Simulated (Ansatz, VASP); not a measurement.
## Sb: VASP beside Ansatz

```
Sb
1.0
     3.16000    0.00000    0.00000
     0.00000    3.16000    0.00000
     0.00000    0.00000    3.31800
Sb
1
Cartesian
  0.0000 0.0000 0.0000
```

Change from the starting cell: strain +0.000 along x and y, +0.050 along z, atoms carried along.

Alike in both runs: task single point; functional PBEsol; k mesh 16 × 16 × 16; occupations gaussian, width 0.15 eV; no spin polarisation.

|  | VASP | Ansatz |
| --- | --- | --- |
| version | VASP 6.6.1 | Ansatz 0.2.0 |
| potentials or method | VASP PAW PBE potentials, release 64 (Sb) | scalar-relativistic, plane waves, PAW |
| plane-wave cutoff (eV) | 520 | 420 |
| valence electrons in the cell | 5 | 15 |

|  | VASP | Ansatz | Ansatz less VASP |
| --- | --- | --- | --- |
| gap on the k mesh at the Fermi level (eV) | none | none | - |
| pressure (GPa) | -6.3 | -6.3 | -0.02 |
| largest component of the traceless stress (GPa) | 2.06 | 2.04 | -0.021 |

A gap of «none» marks a metal or a gap that the smearing closes. The two sets of potentials don't hold the same shells in valence.

Caveats: the PAW data sets were made with another functional, which shifts forces and pressure a little (VASP). The runs have no spin-orbit coupling, so splittings on Sb are missing.
